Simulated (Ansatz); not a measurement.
# Al2Cu (P4/mmm) in Ansatz: single point with PBEsol

Aim: the single point of Al2Cu with PBEsol.

All numbers are computed with Ansatz 0.2.0; they aren't measurements. Logs are shortened: lines on timing, memory, paths and dates and some standing lists are left out, and cuts for length are marked.

### Step 1. The cell of the first run

The structure is tetragonal, space group P4/mmm (No. 123). Conventional cell: a = 4.105 Å, b = 4.105 Å, c = 2.891 Å, α = 90.00°, β = 90.00°, γ = 90.00°. Cu (site symmetry 4/mmm) has 8 Al at 2.51 Å as nearest neighbours. Around Al (site symmetry mmm) lie 4 Cu at 2.51 Å.

The cell comes from a database or a generator and needn't be the stable form of this composition.

### Step 2. Single point, PBEsol (strain_z = 0)

input.yaml reads:

```yaml
crystal:
  lattice:
    - [4.105182, 0.0, 0.0]
    - [0.0, 4.105182, 0.0]
    - [0.0, 0.0, 2.891313]
  atoms:
    - { symbol: Cu, position: [0.0, 0.0, 0.0] }
    - { symbol: Al, position: [0.0, 0.5, 0.5] }
    - { symbol: Al, position: [0.5, 0.0, 0.5] }
kpoints:
  mp_grid: { grid: [7, 7, 9] }
scf:
  occupations: { method: fermi_dirac, width: 0.05 }
hamiltonian:
  xc: pbesol
  pseudopotentials: { kind: all_electron, lapw: { basis_error: 0.002 } }
output:
  forces: true
  stress: true
  eigenvalues: true
```

Potentials or basis: all-electron LAPW, scalar-relativistic.

Command:

```sh
> ansatz run input.yaml --threads 2 --pin off --max-ram 8192MiB --backend cpu --events-out ev --progress --plain --runs-dir out
```

The program printed:

```text
Warning: RAYON_NUM_THREADS=2 ignored (pool sized by the plan → 2); use --threads N
LAPW: plane waves up to 7.805 Å⁻¹, error target 2.0e-3 eV per atom; small_component_spin mean_spin; Al in spheres of 1.143 Å, 11 of its electrons in bands, Dirac shells []; Cu in spheres of 1.367 Å, 19 of its electrons in bands, Dirac shells [] (how accurate: hamiltonian.pseudopotentials.lapw.basis_error, Limitations)
Engine: ansatz 0.2.0, x86_64-unknown-linux-gnu
Pseudopotentials: kind: all_electron
Pseudopotential: Cu, LAPW, valence charge 19, lapw/all_electron/scalar/gaussian/Cu, Koelling and Harmon's equation, gaussian nucleus
Pseudopotential: Al, LAPW, valence charge 11, lapw/all_electron/scalar/gaussian/Al, Koelling and Harmon's equation, gaussian nucleus
Functional definition: PBEsol
  exchange = pbesol_x
  correlation = pbesol_c
Crystal: 3 atoms, lattice volume = 48.726 Å³
Basis set: ecut = 232.10006833638153 eV, 383 PW (Γ), exchange–correlation at level 2
Bands: 25, of which v1, the nominal top of the filled ones, is band 21 counted from 1 (20 counted from 0)
Symmetry: 16 space group operations
Space group: P4/mmm (ITA 123), of the structure as read, at distance tolerance 3.7e-5 Å
k-points: 50 of 441
Non-local potential: Cu, projectors of the file, none
Non-local potential: Al, projectors of the file, none
Initial density: superposition of atomic densities (chi_scale 0.1, normalization cell, long waves kept (reshape's long-wave potential 0.00 eV rms))
Initial wavefunctions: plane waves of lowest kinetic energy (no species holds an atomic orbital)
Functional: x = pbesol(κ = 0.804, μ = 0.12345679012345678), c = pbesol(β = 0.046)
iter 1 solved again at ethr=2.70e-3 eV; its pass at ethr=1.00e-1 eV (dr2=1.11e0 eV) is discarded
SCF iter   1: F=—  HF=-58189.380125 eV  |F-HF|=—  |Δ(HF+E_count)|=         —  Δρ=4.51e-2  dr2=1.11e0  ethr=2.70e-3  ⟨swp⟩=2.0  Hψ=8279  notcnv=0
preconditioner: auto → Kerker (q_TF=auto, 2.651 Å⁻¹)  [metal: Δε(μ)=0.057 eV  Ē_g=7.042 eV  σ=0.050 eV  W_gap=0.28  n_scr=10 (ndim 8)  ℏωp=21.9 eV  f_vac=0.000  D(μ)=1.56/eV (n_scr^D=10)]
SCF iter   2: F=—  HF=-58197.601266 eV  |F-HF|=—  |Δ(HF+E_count)|=    8.22e0  Δρ=5.12e-2  dr2=3.12e0  ethr=2.70e-3  ⟨swp⟩=3.0  Hψ=4252  notcnv=0  recentre
SCF iter   3: F=—  HF=-58187.557455 eV  |F-HF|=—  |Δ(HF+E_count)|=    1.00e1  Δρ=2.23e-2  dr2=6.40e-1  ethr=2.70e-3  ⟨swp⟩=3.0  Hψ=4151  notcnv=0
SCF iter   4: F=—  HF=-58187.183827 eV  |F-HF|=—  |Δ(HF+E_count)|=   3.74e-1  Δρ=1.24e-2  dr2=1.83e-1  ethr=1.56e-3  ⟨swp⟩=2.0  Hψ=3639  notcnv=0
iter 5 solved again at ethr=1.43e-5 eV; its pass at ethr=4.47e-4 eV (dr2=5.85e-3 eV) is discarded
SCF iter   5: F=—  HF=-58187.133239 eV  |F-HF|=—  |Δ(HF+E_count)|=         —  Δρ=2.58e-3  dr2=5.82e-3  ethr=1.43e-5  ⟨swp⟩=2.0  Hψ=6187  notcnv=0
the basis was enlarged: its passes take 2.0 MiB over the memory plan, 2 of 2 planned eigensolver slots
SCF iter   6: F=—  HF=-58187.129319 eV  |F-HF|=—  |Δ(HF+E_count)|=   3.92e-3  Δρ=7.79e-4  dr2=5.56e-4  ethr=1.42e-5  ⟨swp⟩=2.3  Hψ=3439  notcnv=0
SCF iter   7: F=—  HF=-58187.128423 eV  |F-HF|=—  |Δ(HF+E_count)|=   8.96e-4  Δρ=5.12e-4  dr2=3.64e-4  ethr=1.36e-6  ⟨swp⟩=2.8  Hψ=3507  notcnv=0
SCF iter   8: F=—  HF=-58187.128437 eV  |F-HF|=—  |Δ(HF+E_count)|=   1.44e-5  Δρ=4.04e-4  dr2=1.92e-4  ethr=8.87e-7  ⟨swp⟩=2.0  Hψ=3422  notcnv=0
SCF iter   9: F=—  HF=-58187.128298 eV  |F-HF|=—  |Δ(HF+E_count)|=   1.39e-4  Δρ=8.82e-5  dr2=8.63e-6  ethr=4.69e-7  ⟨swp⟩=2.0  Hψ=3421  notcnv=0
SCF iter  10: F=—  HF=-58187.128293 eV  |F-HF|=—  |Δ(HF+E_count)|=   5.74e-6  Δρ=1.77e-5  dr2=2.75e-7  ethr=2.11e-8  ⟨swp⟩=2.1  Hψ=3425  notcnv=0
SCF iter  11: F=—  HF=-58187.128293 eV  |F-HF|=—  |Δ(HF+E_count)|=   1.25e-7  Δρ=6.17e-6  dr2=3.80e-8  ethr=6.70e-10  ⟨swp⟩=2.0  Hψ=3422  notcnv=0
SCF iter  12: F=-58187.128292 eV  HF=-58187.128292 eV  |F-HF|=3.20e-10  |Δ(HF+E_count)|=   3.25e-8  Δρ=8.42e-7  dr2=5.17e-10  ethr=9.28e-11  ⟨swp⟩=2.1  Hψ=3427  notcnv=0
SCF 1 converged in 12 iterations: F = -58187.128292 eV  dr2 = 5.17e-10
SCF converged after 12 iterations
Free energy (F): -58187.128292 eV
Harris-Foulkes:  -58187.128292 eV  (|F-HF|=3.20e-10)
Internal energy: -58187.116060 eV  (E = F + TS)
E sigma→0 (E₀):  -58187.122176 eV
Entropy (-TS):   -0.012232 eV (-4.077 meV/atom)
Fermi energy:    10.490259 eV
--- Per-component energies (eV) ---
  E_band       = -1491.085125
  E_kinetic    = 58977.472039
  E_xc         = -2790.013791
  E_electrostatic = -114374.574308  (all electrons and nuclei)
  E_smearing   = -0.012232  (= −TS)
  E_closure    = 0.000000  (closes the sum)
  E_atoms      = -58174.537537  (free atoms, spherical and without spin; not in F)
  Σ components = -58187.128292   (vs F -58187.128292, Δ=0.00e0)
  Basis errors (estimates in eV, not in F): energy 7.2e-4 per atom: plane waves 6.7e-4 (3.9e-4 summed), levels above the bands 7.6e-38, relativity 4.2e-9, radial functions 4.6e-5, core shells 4.0e-11; eigenvalues (radial functions only) 3.7e-6; not estimated: angular momenta, meshes, grids; target (lapw.basis_error) 2.0e-3; muffin-tin radii Al 1.143 Å, Cu 1.367 Å
--- Forces (eV/Å), atoms counted from 1 ---
  atom   1  Cu    -0.00000000     0.00000000     0.00000000
  atom   2  Al     0.00000000    -0.00000000     0.00000000
  atom   3  Al    -0.00000000     0.00000000     0.00000000
  max |Σ_I F_I| component: 1.23e-30 eV/Å
--- Stress (GPa, compression-positive) ---
       -1.905606       0.000000       0.000000
        0.000000      -1.905606       0.000000
        0.000000       0.000000      -3.260110
  P = ⅓ Tr σ = -2.3571 GPa (-23.571 kbar)
--- Band table (eV; the first three rows and the last of 50) ---
  k-point 0: bands = ["-103.2333", "-92.6980", "-92.6965", "-60.7512", "-60.7512", "-60.7334", "-54.4017", "-54.4017", "-54.3661", "-54.3647", "-54.3555", "-54.3555", "-0.0674", "5.0871", "5.6052", "6.2749", "6.4642", "6.4642", "8.0923", "8.0923", "10.4143", "11.3416", "16.3970", "16.6223", "16.6223"]
  k-point 1: bands = ["-103.2332", "-92.6979", "-92.6964", "-60.7510", "-60.7510", "-60.7349", "-54.4016", "-54.4016", "-54.3673", "-54.3659", "-54.3555", "-54.3555", "0.1565", "5.1626", "5.6875", "6.2604", "6.2604", "6.2959", "8.4789", "8.4789", "10.5373", "11.4732", "13.9239", "16.8199", "16.8199"]
  k-point 2: bands = ["-103.2330", "-92.6977", "-92.6962", "-60.7507", "-60.7507", "-60.7386", "-54.4013", "-54.4013", "-54.3704", "-54.3689", "-54.3553", "-54.3553", "0.8210", "5.3558", "5.8688", "5.9151", "5.9151", "6.3495", "9.3857", "9.3857", "10.9275", "10.9992", "11.9973", "17.3087", "17.3087"]
  k-point 49: bands = ["-103.2326", "-92.6966", "-92.6965", "-60.7501", "-60.7501", "-60.7459", "-54.4054", "-54.3957", "-54.3751", "-54.3751", "-54.3602", "-54.3504", "4.8549", "4.9472", "6.1881", "6.2178", "6.3650", "6.5816", "8.0236", "8.1205", "9.3628", "10.1036", "10.8083", "11.2283", "13.4100"]
```

It took 4.9 s on 2 threads of Intel Xeon 6975P-C (Granite Rapids), shared host; peak memory 0.38 GiB.

Results:

* Free energy: -58187.1283 eV
* Pressure: -2.4 GPa
* Band gap on the k mesh: none (metal or under the smearing width)

Stress tensor (GPa, compression positive):
```
-1.91  0.00  0.00
 0.00 -1.91  0.00
 0.00  0.00 -3.26
```

Levels at points of the mesh, in eV from the Fermi level:
```csv
k point,band 18,band 19,band 20,band 21,band 22,band 23
"(0.00, 0.00, 0.00)",-4.03,-2.40,-2.40,-0.08,0.85,5.91
```
